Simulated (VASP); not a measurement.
# Cr: energy at fixed spin moment, by functional and volume against the source cell

Cr, Im-3m (no. 229), 1 atom in the cell.

| Functional | Volume against the source cell | Cell | Moment at the minimum, by a parabola in the squared moment through the lowest point and its neighbours (muB per cell) | Energy there by the same parabola, against the smallest moment (meV/atom) | Moment left free (muB per cell) | Time (s) |
|---|---|---|---|---|---|---|
| PBE | 0.97 | volume scaled by 0.97 | 0.00 | 0.0 | 0.00 | 121 |
| r2SCAN | 0.97 | volume scaled by 0.97 | 0.00 | 0.0 | 0.00 | 417 |
| PBE | 1 | as given | 0.00 | 0.0 | 0.00 | 106 |
| r2SCAN | 1 | as given | 0.00 | 0.0 | 0.00 | 399 |

## Input of the first row

INCAR.step1:
```
PREC     = Accurate       # precision mode
ENCUT    = 450            # plane-wave cutoff, eV
EDIFF    = 1E-7           # SCF threshold, eV
NELM     = 200            # most SCF steps
ALGO     = Normal         # electronic algorithm
ISMEAR   = 1              # smearing method
SIGMA    = 0.1            # smearing width, eV
LREAL    = F              # projectors in reciprocal space
LASPH    = T              # aspherical terms in the spheres
LMAXMIX  = 4              # l up to which the mixer works
LORBIT   = 11             # projections on sites
LWAVE    = F              # write WAVECAR
LCHARG   = F              # write CHGCAR
GGA      = PE             # functional
ISPIN    = 2              # spin polarisation
ISIF     = 2              # what is computed and relaxed
NUPDOWN  = 0.0            # fixed moment
MAGMOM   = 0              # initial moments
```

INCAR.step2, as INCAR.step1 but for:
```
- NUPDOWN = 0.0
- MAGMOM = 0
+ NUPDOWN = 0.38
+ MAGMOM = 0.375
```

INCAR.step3 to INCAR.step9 change the same tags again: MAGMOM = 0.75, 1.125, 1.5, 1.875, 2.25, 2.625, 3; NUPDOWN = 0.75, 1.12, 1.5, 1.88, 2.25, 2.62, 3.0.

INCAR.step10, as INCAR.step9 but for:
```
- NUPDOWN = 3.0
```

KPOINTS:
```
k-points
0
Gamma
  19 19 19
```

POSCAR:
```
Cr
1.0
   -1.4694542112      1.4694542112      1.4694542112
    1.4694542112     -1.4694542112      1.4694542112
    1.4694542112      1.4694542112     -1.4694542112
Cr
1
Direct
    0.0000000000      0.0000000000      0.0000000000
```

Commands (each step's output is kept before the next begins):
```
cat potpaw_PBE.64/Cr_pv/POTCAR > POTCAR
cp INCAR.step1 INCAR
mpirun -np 4 vasp_std > vasp.out
rm WAVECAR CHG
cp INCAR.step2 INCAR
mpirun -np 4 vasp_std > vasp.out
rm WAVECAR CHG
cp INCAR.step3 INCAR
mpirun -np 4 vasp_std > vasp.out
rm WAVECAR CHG
cp INCAR.step4 INCAR
mpirun -np 4 vasp_std > vasp.out
rm WAVECAR CHG
cp INCAR.step5 INCAR
mpirun -np 4 vasp_std > vasp.out
rm WAVECAR CHG
cp INCAR.step6 INCAR
mpirun -np 4 vasp_std > vasp.out
rm WAVECAR CHG
cp INCAR.step7 INCAR
mpirun -np 4 vasp_std > vasp.out
rm WAVECAR CHG
cp INCAR.step8 INCAR
mpirun -np 4 vasp_std > vasp.out
rm WAVECAR CHG
cp INCAR.step9 INCAR
mpirun -np 4 vasp_std > vasp.out
rm WAVECAR CHG
cp INCAR.step10 INCAR
mpirun -np 4 vasp_std > vasp.out
```

VASP 6.6.1 took 121 s on 4 cores (Intel Xeon 6975P-C (Granite Rapids)), a shared host.
